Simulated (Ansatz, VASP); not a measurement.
# Two plane-wave programs on K2F

```xyz
3
Lattice="0.0000 3.6085 3.6085 3.6085 0.0000 3.6085 3.6085 3.6085 0.0000" Properties=species:S:1:pos:R:3 pbc="T T T"
K     1.8043    1.8043    1.8043
K     5.4128    5.4128    5.4128
F     3.6085    3.6085    3.6085
```

Alike in both runs: functional PBE; k mesh 12 × 12 × 12; occupations gaussian, width 0.1 eV; no spin polarisation.

Ansatz relaxed the structure, and its values are those at the end. VASP's run is a single point on that final structure, the one shown.

|  | VASP | Ansatz |
| --- | --- | --- |
| version | VASP 6.6.1 | Ansatz 0.2.0 |
| potentials or method | VASP PAW PBE potentials, release 64 (K_sv, F) | scalar-relativistic, plane waves, PAW |
| plane-wave cutoff (eV) | 520 | 420 |
| valence electrons in the cell | 25 | 25 |

```csv
,VASP,Ansatz,Ansatz less VASP
gap on the k mesh at the Fermi level (eV),none,none,-
pressure (GPa),0.0,0.0,+0.05
```

A gap of «none» marks a metal or a gap that the smearing closes. The functional is the same, so the differences come from potentials, cutoffs and numerics.

Caveats: an odd number of electrons without spin polarisation forces a metal; a magnetic or distorted state may lie lower.
